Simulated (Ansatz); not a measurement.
**Strain response of SiO$_{2}$**

Computed with Ansatz 0.2.0, DFT LDA, scalar-relativistic, plane waves, PAW. Settings: 420 eV cutoff, 6×6×6 k-mesh, Gaussian smearing of 0.02 eV, no spin polarisation.

The relaxed crystal:

```yaml
crystal:
  lattice:
    - [-4.45533, 4.45533, 2.60736]
    - [4.45533, -4.45533, 2.60736]
    - [4.45533, 4.45533, -2.60736]
  atoms:
    - { symbol: Si, position: [0.17694, 0.17694, 0.35387] }
    - { symbol: Si, position: [0.82306, 0.17694, 0.00000] }
    - { symbol: Si, position: [0.17694, 0.82306, 0.00000] }
    - { symbol: Si, position: [0.82306, 0.82306, 0.64613] }
    - { symbol: O, position: [0.50000, 0.50000, 0.50000] }
    - { symbol: O, position: [0.00000, 0.50000, 0.00000] }
    - { symbol: O, position: [0.50000, 0.00000, 0.00000] }
    - { symbol: O, position: [0.00000, 0.00000, 0.50000] }
    - { symbol: O, position: [0.00000, 0.20894, 0.20894] }
    - { symbol: O, position: [0.79106, 0.00000, 0.79106] }
    - { symbol: O, position: [0.20894, 0.00000, 0.20894] }
    - { symbol: O, position: [0.00000, 0.79106, 0.79106] }
```

Deformation: biaxial strain in the a-b plane, with the length and tilt of c and the atoms relaxed, all within the symmetry that the strain leaves. Energies are extrapolated to zero smearing. Stress is positive in compression, on the Cartesian axes of the cell above. Gaps are Kohn–Sham gaps over the whole zone.

| strain (%) | ΔE (meV/atom) | a (Å) | b (Å) | c (Å) | σxx (GPa) | σyy (GPa) | σzz (GPa) | σyz (GPa) | σxz (GPa) | σxy (GPa) | gap (eV) |
| --- | --- | --- | --- | --- | --- | --- | --- | --- | --- | --- | --- |
| -2.0 | 8.3 | 6.683 | 6.683 | 6.941 | 1.66 | 1.66 | 4.42 | 0.00 | 0.00 | -1.65 | 5.30 |
| -1.0 | 2.1 | 6.751 | 6.751 | 6.880 | 0.83 | 0.83 | 2.19 | 0.00 | 0.00 | -0.82 | 5.33 |
| +0.0 | 0.0 | 6.819 | 6.819 | 6.819 | 0.00 | 0.00 | 0.00 | 0.00 | 0.00 | 0.00 | 5.35 |
| +1.0 | 2.1 | 6.887 | 6.887 | 6.758 | -0.83 | -0.83 | -2.14 | 0.00 | 0.00 | 0.83 | 5.31 |
| +2.0 | 8.1 | 6.955 | 6.955 | 6.697 | -1.66 | -1.66 | -4.23 | 0.00 | 0.00 | 1.65 | 5.26 |

This form isn't the usual stable structure of the compound.